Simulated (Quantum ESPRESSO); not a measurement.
**W in Quantum ESPRESSO: the effect of target pressure**

Crystal: W.

```
W
1.0
    -1.58234    1.58234    1.58234
     1.58234   -1.58234    1.58234
     1.58234    1.58234   -1.58234
W
1
Direct
  0.00000 0.00000 0.00000
```

Alike in all runs:

```yaml
Program: Quantum ESPRESSO 7.5
Task: phonons
Functional: PBEsol
Potentials_or_basis: GBRV 1.5 PBEsol
Cutoff: 762 eV
Density_cutoff: 6095 eV
k_mesh: 8 × 8 × 8
Occupations: cold, width 0.2 eV
Spin: no spin polarisation
```

Each run relaxes the cell or the atoms first.

Task: One run gave: relaxed volume 15.10 Å³/atom; highest phonon frequency 227 cm⁻¹. Which target pressure did it use?
A. 15 GPa
B. 2 GPa
C. 0 GPa
D. 5 GPa

Result: A.

| target pressure | relaxed volume (Å³/atom) | highest phonon frequency (cm⁻¹) |
| --- | --- | --- |
| 0 GPa | 15.73 | 212 |
| 2 GPa | 15.64 | 214 |
| 5 GPa | 15.51 | 218 |
| 15 GPa | 15.10 | 227 |

Caveats: the mesh is thin for the phonons of a metal; the cell is more than 3 GPa from zero pressure, which shifts response properties (some runs).
